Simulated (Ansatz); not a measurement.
A run of Ansatz 0.2.0 is set up as follows.

input.yaml

```yaml
crystal:
  lattice:
    - [2.7341, 0.0, 0.0]
    - [-1.36705, 2.3678000565, 0.0]
    - [0.0, 0.0, 4.3197]
  atoms:
    - { symbol: Os, position: [0.6666666667, 0.3333333333, 0.75] }
    - { symbol: Os, position: [0.3333333333, 0.6666666667, 0.25] }
hamiltonian:
  xc: pbesol
  pseudopotentials: { kind: paw }
kpoints:
  mp_grid: { grid: [11, 11, 6] }
  band_path:
    path:
      - [[0.0, 0.0, 0.0], [0.5, 0.0, 0.0], [0.3333333333, 0.3333333333, 0.0], [0.0, 0.0, 0.0], [0.0, 0.0, 0.5], [0.5, 0.0, 0.5], [0.3333333333, 0.3333333333, 0.5], [0.0, 0.0, 0.5]]
      - [[0.5, 0.0, 0.5], [0.5, 0.0, 0.0]]
      - [[0.3333333333, 0.3333333333, 0.0], [0.3333333333, 0.3333333333, 0.5]]
    npoints: 14
scf:
  occupations: { method: fermi_dirac, width: 0.05 }
  n_extra_bands: 6
output:
  forces: true
  stress: true
  eigenvalues: true
  fatbands: true
  write_density: true
  write_potential: true
  elf: true
  volumetric_format: npy
```

Potentials or basis: Ansatz PAW.

Launch:

```console
$ ansatz run input.yaml --threads 2 --pin off --max-ram 5632MiB --backend cpu --events-out ev --progress --plain --runs-dir out
```

Task: What does it give for the pressure?

Result: -2.7 GPa.

Task: What does it give for the band gap on the k mesh?

Result: None (metal or under the smearing width).

Levels at the corners of the path, in eV from the Fermi level:
```csv
point,band 12,band 13,band 14,band 15,band 16,band 17,band 18,band 19,band 20,band 21
Γ,-3.02,-2.77,-2.17,-2.17,-1.52,-1.52,0.04,1.75,1.75,9.04
M,-3.52,-2.88,-2.53,-1.84,2.12,2.69,2.81,4.49,5.76,9.22
K,-4.59,-3.40,-3.40,-1.29,1.55,1.55,2.14,5.31,5.31,7.09
Γ,-3.02,-2.77,-2.17,-2.17,-1.52,-1.52,0.04,1.75,1.75,9.04
A,-3.55,-3.21,-3.21,-3.21,-3.21,0.96,0.96,0.96,0.96,13.03
L,-5.31,-1.17,-1.17,-0.14,-0.14,2.46,2.46,3.36,3.36,9.10
H,-4.93,-3.40,-3.40,-1.32,-1.32,1.68,1.68,8.39,8.39,9.36
A,-3.55,-3.21,-3.21,-3.21,-3.21,0.96,0.96,0.96,0.96,13.03
L,-5.31,-1.17,-1.17,-0.14,-0.14,2.46,2.46,3.36,3.36,9.10
M,-3.52,-2.88,-2.53,-1.84,2.12,2.69,2.81,4.49,5.76,9.22
K,-4.59,-3.40,-3.40,-1.29,1.55,1.55,2.14,5.31,5.31,7.09
H,-4.93,-3.40,-3.40,-1.32,-1.32,1.68,1.68,8.39,8.39,9.36
```

Caveat: spin-orbit coupling is left out, which moves the levels of the heavy elements; the PAW data sets come from PBE, with cores solved anew for the run's functional, which leaves a small shift of forces and pressure.
